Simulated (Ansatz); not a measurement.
# MnO (P6_3mc) in Ansatz: reference runs

How does MnO come out in PBEsol? The cell is run as given and disturbed.

All numbers are computed with Ansatz 0.2.0; they aren't measurements. Logs are shortened: lines on timing, memory, paths and dates and some standing lists are left out, and cuts for length are marked.

### 1 Starting point

The structure is hexagonal, space group P6_3mc (No. 186). The conventional cell has a = 3.372 Å, b = 3.372 Å, c = 5.386 Å, α = 90.00°, β = 90.00°, γ = 120.00°. Mn (site symmetry 3m) is surrounded by 4 O at 1.96 to 2.08 Å. Around O (site symmetry 3m) lie 4 Mn at 1.96 to 2.08 Å.

Measurements of this composition are mostly on another form, of space group No. 225.

### 2 Single point, PBEsol, collinear spin, ferromagnetic start

The input, input.yaml:

```yaml
crystal:
  lattice:
    - [3.3717, 0.0, 0.0]
    - [-1.68585, 2.9199778539, 0.0]
    - [0.0, 0.0, 5.3855]
  atoms:
    - { symbol: Mn, position: [0.6666666667, 0.3333333333, 0.51096], spin: 4.0 }
    - { symbol: Mn, position: [0.3333333333, 0.6666666667, 0.01096], spin: 4.0 }
    - { symbol: O, position: [0.6666666667, 0.3333333333, 0.87547] }
    - { symbol: O, position: [0.3333333333, 0.6666666667, 0.37547] }
kpoints:
  mp_grid: { grid: [9, 9, 5] }
scf:
  occupations: { method: fermi_dirac, width: 0.05 }
hamiltonian:
  xc: pbesol
  pseudopotentials: { kind: all_electron, lapw: { basis_error: 0.001 } }
magnetization:
  spin_polarized: true
output:
  forces: true
  stress: true
  eigenvalues: true
  populations: true
```

Potentials or basis: all-electron LAPW, scalar-relativistic.

Started as:

```
ansatz run input.yaml --threads 4 --pin off --max-ram 12288MiB --backend cpu --events-out ev --progress --plain --runs-dir out
```

Output:

```text
Warning: RAYON_NUM_THREADS=4 ignored (pool sized by the plan → 4); use --threads N
Mn: projections on atomic orbitals take those of the free atom 1s2 2s2 2p6 3s2 3p6 3d5 4s2, of charge +0.00 (hamiltonian.pseudopotentials.projection_atoms)
O: projections on atomic orbitals take those of the free atom 1s2 2s2 2p4, of charge +0.00 (hamiltonian.pseudopotentials.projection_atoms)
LAPW: plane waves up to 10.539 Å⁻¹, error target 1.0e-3 eV per atom; small_component_spin mean_spin; O in spheres of 0.892 Å, 8 of its electrons in bands, Dirac shells []; Mn in spheres of 1.071 Å, 15 of its electrons in bands, Dirac shells [] (how accurate: hamiltonian.pseudopotentials.lapw.basis_error, Limitations)
Engine: ansatz 0.2.0, aarch64-unknown-linux-gnu
Pseudopotentials: kind: all_electron
Pseudopotential: Mn, LAPW, valence charge 15, lapw/all_electron/scalar/gaussian/Mn, Koelling and Harmon's equation, gaussian nucleus
Pseudopotential: O, LAPW, valence charge 8, lapw/all_electron/scalar/gaussian/O, Koelling and Harmon's equation, gaussian nucleus
Functional definition: PBEsol
  exchange = pbesol_x
  correlation = pbesol_c
Crystal: 4 atoms, lattice volume = 53.022 Å³
Basis set: ecut = 423.16611003281156 eV, 1087 PW (Γ), exchange–correlation at level 2
Bands: 33, of which v1, the nominal top of the filled ones, is band 23 counted from 1 (22 counted from 0)
Symmetry: 12 space group operations
Space group: P63mc (ITA 186), of the structure as read, at distance tolerance 3.8e-5 Å
Magnetic group: BNS 186.203 (UNI 1433), of the structure as read, at distance tolerance 3.8e-5 Å
k-points: 36 of 405 (time reversal used)
Non-local potential: Mn, projectors of the file, none
Non-local potential: O, projectors of the file, none
Initial density: superposition of atomic densities (chi_scale 0.1, normalization cell, long waves kept (reshape's long-wave potential 0.00 eV rms))
Starting moments: Σ|m| = 8 μB on 2 of 4 sites
Initial wavefunctions: plane waves of lowest kinetic energy (no species holds an atomic orbital)
Functional: x = pbesol(κ = 0.804, μ = 0.12345679012345678), c = pbesol(β = 0.046)
iter 1 solved again at ethr=1.43e-2 eV; its pass at ethr=1.00e-1 eV (dr2=6.59e0 eV) is discarded
SCF iter   1: F=—  HF=-67081.902262 eV  |F-HF|=—  |Δ(HF+E_count)|=         —  Δρ=6.00e-2 (↑6.00e-2 ↓6.00e-2)  dr2=6.59e0  dr2_m=5.93e-1  M=9.999 μB ∫|m|=9.999 μB  β_m=0.30  ethr=1.43e-2  ⟨swp⟩=2.0  Hψ=15546  notcnv=0
Mixer restart at iter 1: flushing history
preconditioner: auto → Kerker (q_TF=auto, 2.664 Å⁻¹)  [metal: Δε(μ)=0.095 eV  Ē_g=11.722 eV  σ=0.050 eV  W_gap=0.39  n_scr=22 (ndim 8)  ℏωp=26.0 eV  f_vac=0.000  D(μ)=0.18/eV (n_scr^D=0)]
spin=Collinear: Kerker preconditioning applied to the charge; magnetization (m = ρ↑ − ρ↓) channel mixes plain (no charge-response kernel on spin).
SCF iter   2: F=—  HF=-67079.442718 eV  |F-HF|=—  |Δ(HF+E_count)|=    2.46e0  Δρ=3.49e-2 (↑3.49e-2 ↓3.17e-2)  dr2=1.85e0  dr2_m=2.56e-1  M=9.992 μB ∫|m|=9.992 μB  β_m=0.43  ethr=1.43e-2  ⟨swp⟩=2.0  Hψ=7249  notcnv=0
SCF iter   3: F=—  HF=-67079.080755 eV  |F-HF|=—  |Δ(HF+E_count)|=   3.62e-1  Δρ=1.56e-2 (↑1.56e-2 ↓1.44e-2)  dr2=5.50e-1  dr2_m=2.95e-2  M=9.982 μB ∫|m|=9.982 μB  β_m=0.52  ethr=4.02e-3  ⟨swp⟩=2.0  Hψ=7152  notcnv=0
SCF iter   4: F=—  HF=-67079.008419 eV  |F-HF|=—  |Δ(HF+E_count)|=         —  Δρ=5.63e-3 (↑5.63e-3 ↓5.25e-3)  dr2=9.27e-2  dr2_m=8.20e-4  M=9.986 μB ∫|m|=9.986 μB  β_m=0.61  ethr=1.20e-3  ⟨swp⟩=2.0  Hψ=7273  notcnv=0
the basis was enlarged: its passes take 648.0 KiB over the memory plan, 4 of 4 planned eigensolver slots
SCF iter   5: F=—  HF=-67079.008579 eV  |F-HF|=—  |Δ(HF+E_count)|=         —  Δρ=2.92e-3 (↑2.64e-3 ↓2.92e-3)  dr2=1.96e-2  dr2_m=8.39e-4  M=9.986 μB ∫|m|=9.986 μB  β_m=0.61  ethr=2.02e-4  ⟨swp⟩=2.0  Hψ=7272  notcnv=0
Mixer restart at iter 5: flushing history
SCF iter   6: F=—  HF=-67079.010380 eV  |F-HF|=—  |Δ(HF+E_count)|=   1.80e-3  Δρ=1.94e-3 (↑1.72e-3 ↓1.94e-3)  dr2=1.12e-2  dr2_m=5.40e-5  M=9.988 μB ∫|m|=9.988 μB  β_m=0.66  ethr=4.26e-5  ⟨swp⟩=2.0  Hψ=6893  notcnv=0
SCF iter   7: F=—  HF=-67079.011166 eV  |F-HF|=—  |Δ(HF+E_count)|=   7.86e-4  Δρ=1.28e-3 (↑1.11e-3 ↓1.28e-3)  dr2=4.57e-3  dr2_m=6.88e-5  M=9.987 μB ∫|m|=9.987 μB  β_m=0.73  ethr=2.45e-5  ⟨swp⟩=2.0  Hψ=6586  notcnv=0
SCF iter   8: F=—  HF=-67079.012289 eV  |F-HF|=—  |Δ(HF+E_count)|=   1.12e-3  Δρ=4.04e-4 (↑4.04e-4 ↓3.89e-4)  dr2=5.12e-4  dr2_m=2.24e-6  M=9.988 μB ∫|m|=9.988 μB  β_m=0.76  ethr=9.94e-6  ⟨swp⟩=2.5  Hψ=6964  notcnv=0
SCF iter   9: F=—  HF=-67079.012542 eV  |F-HF|=—  |Δ(HF+E_count)|=   2.54e-4  Δρ=1.61e-4 (↑1.61e-4 ↓1.55e-4)  dr2=6.67e-5  dr2_m=1.98e-6  M=9.988 μB ∫|m|=9.989 μB  β_m=0.80  ethr=1.11e-6  ⟨swp⟩=2.5  Hψ=6685  notcnv=0
iter 10 solved again at ethr=8.94e-9 eV; its pass at ethr=1.45e-7 eV (dr2=4.11e-6 eV) is discarded
SCF iter  10: F=—  HF=-67079.012590 eV  |F-HF|=—  |Δ(HF+E_count)|=   4.75e-5  Δρ=4.61e-5 (↑4.61e-5 ↓3.88e-5)  dr2=4.11e-6  dr2_m=1.51e-7  M=9.988 μB ∫|m|=9.989 μB  β_m=0.90  ethr=8.94e-9  ⟨swp⟩=2.0  Hψ=11654  notcnv=0
SCF iter  11: F=—  HF=-67079.012592 eV  |F-HF|=—  |Δ(HF+E_count)|=   2.07e-6  Δρ=1.20e-5 (↑1.07e-5 ↓1.20e-5)  dr2=3.95e-7  dr2_m=1.54e-9  M=9.988 μB ∫|m|=9.989 μB  β_m=0.95  ethr=8.94e-9  ⟨swp⟩=2.5  Hψ=6722  notcnv=0
SCF iter  12: F=-67079.012592 eV  HF=-67079.012592 eV  |F-HF|=5.81e-9  |Δ(HF+E_count)|=   1.99e-7  Δρ=3.43e-6 (↑3.31e-6 ↓3.43e-6)  dr2=3.35e-8  dr2_m=5.26e-10  M=9.988 μB ∫|m|=9.989 μB  ethr=8.58e-10  ⟨swp⟩=2.5  Hψ=6712  notcnv=0
SCF 1 converged in 12 iterations: F = -67079.012592 eV  dr2 = 3.35e-8
WARN: an SCF from antiferromagnetic starting moments (-4.14, 4.14, 0.00, 0.00 Bohr magnetons, atom by atom) was not made, by what the run has read of turns of its moments that order reads lower: the deck asks for what bars it, or types moments that do (magnetization.spin_polarized, in the input reference, names some of the keys), or the run goes by scf.lower_state_search: light, the default, which as a rule tries one only behind a close that has lost an order of both signs, or on which an open d or half-filled 4f shell of a PAW file has lost a moment that was set nearer to Hund's than to what is left; or, under a Hubbard U, one that names an f shell that the input leaves bare beside given moments, or a larger moment for a shell of low spin that is given one. standard, with a start from the atoms, tries one behind each close (in a relaxation, ahead of its steps or at their end). To set out from that order, type those moments (crystal.atoms[].spin; where shells were raised to Hund's moment, beside crystal.symmetry.detect: false) under scf.lower_state_search: light. The bands of the close that named these starting moments, or of the one ahead of a search that led to it (under cold or Methfessel-Paxton smearing those of the Gaussian ahead of it) read a cost of -735.77 meV for the turn to them, carried on from a small turn (-735.77 by the pairs of d shells alone)
SCF converged after 12 iterations
Magnetization: 9.9883 μB (27.9941 up, 18.0059 down)
Absolute magnetization: 9.9886 μB (∫|ρ↑−ρ↓|)
Spin contamination: 0.0124 ħ² per cell (⟨S²⟩ above its minimum at these occupations)
Per-site moments (μB) at R_I (Å): [(4.205824031547024, 1.0712491922144023), (4.205824031547024, 1.0712491922144023), (0.2222378365298745, 0.8918193835335961), (0.2222378365298745, 0.8918193835335961)]
Free energy (F): -67079.012592 eV
Harris-Foulkes:  -67079.012592 eV  (|F-HF|=5.81e-9)
Internal energy: -67079.009251 eV  (E = F + TS)
E sigma→0 (E₀):  -67079.010922 eV
Entropy (-TS):   -0.003341 eV (-0.835 meV/atom)
Fermi energy:    10.788562 eV
--- Per-component energies (eV) ---
  E_band       = -2586.850401
  E_kinetic    = 67864.485625
  E_xc         = -3241.403525
  E_electrostatic = -131702.091352  (all electrons and nuclei)
  E_smearing   = -0.003341  (= −TS)
  E_closure    = -0.000000  (closes the sum)
  E_atoms      = -67043.961184  (free atoms, spherical and without spin; not in F)
  Σ components = -67079.012592   (vs F -67079.012592, Δ=0.00e0)
  Basis errors (estimates in eV, not in F): energy 5.0e-4 per atom: plane waves 4.5e-4 (2.7e-4 summed), levels above the bands 3.2e-67, relativity 6.6e-8, radial functions 4.7e-5, core shells 1.4e-6; eigenvalues (radial functions only) 6.9e-6; not estimated: angular momenta, meshes, grids; target (lapw.basis_error) 1.0e-3; muffin-tin radii O 0.892 Å, Mn 1.071 Å
--- Forces (eV/Å), atoms counted from 1 ---
  atom   1  Mn     0.00000000     0.00000000    -0.59072676
  atom   2  Mn     0.00000000    -0.00000000    -0.59072676
  atom   3  O     -0.00000000    -0.00000000     0.59073178
  atom   4  O      0.00000000     0.00000000     0.59073178
  max |Σ_I F_I| component: 1.00e-5 eV/Å
--- Stress (GPa, compression-positive) ---
       -1.602222      -0.000000       0.000000
        0.000000      -1.602222       0.000000
        0.000000       0.000000       5.640620
  P = ⅓ Tr σ = 0.8121 GPa (8.121 kbar)
--- Band table (eV; the first three rows and the last of 72) ---
  k-point 0 ↑: bands = ["-494.5585", "-494.5585", "-70.7478", "-70.7446", "-39.6461", "-39.6406", "-39.6406", "-39.6345", "-39.6345", "-39.6078", "-9.2361", "-8.6979", "3.5376", "4.2994", "4.4836", "4.4836", "4.8337", "4.8337", "7.6008", "7.6008", "8.0992", "8.1541", "8.1541", "9.1558", "9.7161", "9.7161", "10.7894", "10.7894", "10.8444", "14.3385", "16.2650", "22.1445", "22.1445"]
  k-point 1 ↑: bands = ["-494.5585", "-494.5585", "-70.7475", "-70.7449", "-39.6424", "-39.6400", "-39.6400", "-39.6351", "-39.6351", "-39.6114", "-9.1840", "-8.7482", "3.5098", "4.1139", "4.5045", "4.5045", "4.7855", "4.7855", "7.6703", "7.6703", "8.1296", "8.1296", "8.3881", "9.3825", "9.8040", "9.8040", "10.6819", "10.6819", "10.9064", "13.6409", "16.9720", "21.6859", "22.1146"]
  k-point 2 ↑: bands = ["-494.5585", "-494.5585", "-70.7467", "-70.7457", "-39.6385", "-39.6385", "-39.6366", "-39.6366", "-39.6329", "-39.6210", "-9.0480", "-8.8813", "3.5425", "3.7671", "4.5705", "4.5705", "4.6765", "4.6765", "7.8415", "7.8415", "8.0236", "8.0236", "9.0130", "9.4845", "10.0599", "10.0599", "10.4006", "10.4006", "11.4112", "12.4691", "18.2695", "19.8740", "22.1518"]
  k-point 35 ↓: bands = ["-494.3586", "-494.3586", "-65.9907", "-65.9907", "-34.9948", "-34.9948", "-34.9820", "-34.9778", "-34.9599", "-34.9599", "-8.1524", "-8.1524", "4.7926", "4.7926", "5.0982", "5.1604", "6.1251", "6.1251", "11.2344", "11.4325", "12.1150", "12.1150", "12.6807", "12.7186", "12.9686", "12.9686", "13.3568", "13.3568", "17.9672", "18.1200", "18.3843", "18.3843", "20.1070"]
--- Löwdin populations: 4 sites ---
  site symbol       q [e]    m [muB]
     0     Mn     23.7986     4.6092
     1     Mn     23.7986     4.6092
     2      O      9.0453     0.3094
     3      O      9.0453     0.3094
  spilling = 0.004732 (of n_electrons = 66.000000)
```

Wall time 25 s (4 threads of Arm Neoverse V2, shared host); peak memory 0.59 GiB.

What came out:

```yaml
Free_energy: -67079.0126 eV
Pressure: 0.8 GPa
Largest_force: 0.591 eV/Å
Band_gap_on_the_k_mesh: none (metal or under the smearing width)
Net_moment: 9.99 μB per cell
Absolute_moment: 9.99 μB per cell
Site_moments: Mn +4.21; O +0.22 μB
Loewdin_charges: Mn +1.20; O -1.05 e
```

Forces on the atoms (eV/Å):
```
Mn   0.000  0.000 -0.591
Mn   0.000  0.000 -0.591
O    0.000  0.000  0.591
O    0.000  0.000  0.591
```

Caveat: the atomic charges don't sum to the cell's charge; the magnetic or orbital state may not be the lowest; semilocal functionals often make such compounds metallic where correlation or magnetic order opens a gap, which also shifts bond lengths; only a ferromagnetic start was run, and an antiferromagnetic order may lie lower in energy.

### 3 Single point, PBEsol, collinear spin, ferromagnetic start (atoms moved at random, drawn with an rms of 0.05 Å)

The input, input.yaml:

```yaml
crystal:
  lattice:
    - [3.3717, 0.0, 0.0]
    - [-1.68585, 2.9199778539, 0.0]
    - [0.0, 0.0, 5.3855]
  atoms:
    - { symbol: Mn, position: [0.651391, 0.320599, 0.503126], spin: 4.0 }
    - { symbol: Mn, position: [0.33732, 0.672369, 0.012057], spin: 4.0 }
    - { symbol: O, position: [0.664999, 0.33927, 0.876786] }
    - { symbol: O, position: [0.320864, 0.651576, 0.372746] }
kpoints:
  mp_grid: { grid: [9, 9, 5] }
scf:
  occupations: { method: fermi_dirac, width: 0.05 }
hamiltonian:
  xc: pbesol
  pseudopotentials: { kind: all_electron, lapw: { basis_error: 0.001 } }
magnetization:
  spin_polarized: true
output:
  forces: true
  stress: true
  eigenvalues: true
  populations: true
```

Potentials or basis: all-electron LAPW, scalar-relativistic.

Started as:

```
ansatz run input.yaml --threads 4 --pin off --max-ram 12288MiB --backend cpu --events-out ev --progress --plain --runs-dir out
```

Output:

```text
Warning: RAYON_NUM_THREADS=4 ignored (pool sized by the plan → 4); use --threads N
Mn: projections on atomic orbitals take those of the free atom 1s2 2s2 2p6 3s2 3p6 3d5 4s2, of charge +0.00 (hamiltonian.pseudopotentials.projection_atoms)
O: projections on atomic orbitals take those of the free atom 1s2 2s2 2p4, of charge +0.00 (hamiltonian.pseudopotentials.projection_atoms)
LAPW: plane waves up to 10.650 Å⁻¹, error target 1.0e-3 eV per atom; small_component_spin mean_spin; O in spheres of 0.882 Å, 8 of its electrons in bands, Dirac shells []; Mn in spheres of 1.061 Å, 21 of its electrons in bands, Dirac shells [] (how accurate: hamiltonian.pseudopotentials.lapw.basis_error, Limitations)
[... 2 set-up lines as earlier in the session ...]
Pseudopotential: Mn, LAPW, valence charge 21, lapw/all_electron/scalar/gaussian/Mn, Koelling and Harmon's equation, gaussian nucleus
[... 4 set-up lines as earlier in the session ...]
[... 72 lines left out ...]
  atom   3  O      0.06654889    -0.06637190    -0.32463364
  atom   4  O     -0.05437281     0.06867498     0.20524328
  max |Σ_I F_I| component: 9.72e-6 eV/Å
--- Stress (GPa, compression-positive) ---
       -5.064219      -0.332067      -0.072858
       -0.332067      -5.629687      -0.135929
       -0.072858      -0.135929      -6.804548
  P = ⅓ Tr σ = -5.8328 GPa (-58.328 kbar)
--- Band table (eV; the first three rows and the last of 406) ---
  k-point 0 ↑: bands = ["-612.7024", "-612.6975", "-612.6813", "-611.1729", "-611.1689", "-611.1670", "-494.8317", "-494.5986", "-70.7175", "-66.0977", "-39.6164", "-39.6097", "-39.5828", "-35.1048", "-35.0519", "-35.0463", "-9.1743", "-8.4851", "3.8161", "4.5648", "4.5957", "4.9460", "5.7062", "5.7427", "8.0138", "8.0322", "9.1783", "9.7551", "9.9965", "10.0221", "12.2200", "12.2673", "13.1548", "13.6285", "13.6766", "15.0968", "17.0793", "22.5082", "22.6360", "23.2930"]
  k-point 1 ↑: bands = ["-612.7024", "-612.6975", "-612.6813", "-611.1729", "-611.1689", "-611.1670", "-494.8317", "-494.5986", "-70.7175", "-66.0977", "-39.6164", "-39.6097", "-39.5827", "-35.1048", "-35.0519", "-35.0463", "-9.1380", "-8.5197", "3.8222", "4.5649", "4.5929", "4.7503", "5.6832", "5.7198", "8.0445", "8.0673", "9.2611", "10.0110", "10.0475", "10.2476", "12.2181", "12.2649", "13.0792", "13.5879", "13.6379", "14.5071", "17.7566", "22.3536", "22.4780", "22.5701"]
  k-point 2 ↑: bands = ["-612.7024", "-612.6975", "-612.6813", "-611.1729", "-611.1689", "-611.1670", "-494.8317", "-494.5986", "-70.7175", "-66.0977", "-39.6164", "-39.6097", "-39.5827", "-35.1049", "-35.0519", "-35.0463", "-9.0683", "-8.5867", "3.8819", "4.4000", "4.5670", "4.5981", "5.6465", "5.6846", "8.0940", "8.1239", "9.4330", "10.0570", "10.0932", "11.3066", "12.2132", "12.2617", "12.4891", "13.5193", "13.5728", "13.9373", "18.9854", "20.6756", "22.4260", "22.4761"]
  k-point 202 ↓: bands = ["-612.6628", "-612.6563", "-612.6313", "-611.2115", "-611.2069", "-611.2043", "-494.7577", "-494.6793", "-70.6604", "-66.1295", "-39.5795", "-39.5587", "-39.5286", "-35.1213", "-35.1146", "-35.0974", "-8.6699", "-8.4771", "3.9353", "4.1812", "4.8369", "5.0175", "5.2326", "5.5056", "8.0242", "8.2942", "8.6162", "9.0760", "9.5496", "11.5925", "12.1970", "12.4026", "12.6658", "13.2204", "14.2496", "16.9750", "17.3038", "18.7792", "20.6671", "21.1153"]
--- Löwdin populations: 4 sites ---
  site symbol       q [e]    m [muB]
     0     Mn     23.8407     4.4303
     1     Mn     23.8392    -4.4067
     2      O      9.0106    -0.1235
     3      O      9.0011     0.1110
  spilling = 0.004672 (of n_electrons = 66.000000)
```

populations.tsv:

```text
# site	symbol	l	j	q_up	q_dn
# orbitals = lowdin
# n_electrons = 66.000000
# spilling = 0.004672
# projection_atom_Mn: 1s2 2s2 2p6 3s2 3p6 3d5 4s2
# projection_atom_O: 1s2 2s2 2p4
0	Mn	0_1S	-	0.999997	0.999997
0	Mn	0_2S	-	0.999830	0.999850
0	Mn	0_3S	-	0.995521	0.996045
0	Mn	0_4S	-	0.255953	0.215323
0	Mn	1_2P	-	2.999991	2.999997
0	Mn	1_3P	-	2.998936	2.998164
0	Mn	2_3D	-	4.885271	0.495824
1	Mn	0_1S	-	0.999997	0.999997
1	Mn	0_2S	-	0.999845	0.999826
1	Mn	0_3S	-	0.995910	0.995366
1	Mn	0_4S	-	0.215862	0.260324
1	Mn	1_2P	-	2.999997	2.999991
1	Mn	1_3P	-	2.998084	2.998879
1	Mn	2_3D	-	0.506546	4.868601
2	O	0_1S	-	0.999496	0.999598
2	O	0_2S	-	0.907620	0.927573
2	O	1_2P	-	2.536435	2.639916
3	O	0_1S	-	0.999552	0.999461
3	O	0_2S	-	0.922216	0.903893
3	O	1_2P	-	2.634266	2.541729
```

Run time: 4.7 min. Hardware: 4 threads of Arm Neoverse V2, shared host; peak memory 2.1 GiB.

What came out:

| Property | Result |
| --- | --- |
| Free energy | -67079.5418 eV |
| Pressure | -5.8 GPa |
| Largest force | 0.364 eV/Å |
| Band gap on the k mesh | none (metal or under the smearing width) |
| Net moment | 0.01 μB per cell |
| Absolute moment | 9.13 μB per cell |
| Site moments | Mn +4.04, -4.01; O -0.09, +0.08 μB |
| Loewdin charges | Mn +1.16; O -1.01, -1.00 e |

Forces on the atoms (eV/Å):
```
Mn   0.045 -0.035  0.360
Mn  -0.057  0.033 -0.240
O    0.067 -0.066 -0.325
O   -0.054  0.069  0.205
```

Stress tensor (GPa, compression positive):
```
-5.06 -0.33 -0.07
-0.33 -5.63 -0.14
-0.07 -0.14 -6.80
```

Caveat: the atomic charges don't sum to the cell's charge; semilocal functionals often make such compounds metallic where correlation or magnetic order opens a gap, which also shifts bond lengths; the starting moments weren't kept.
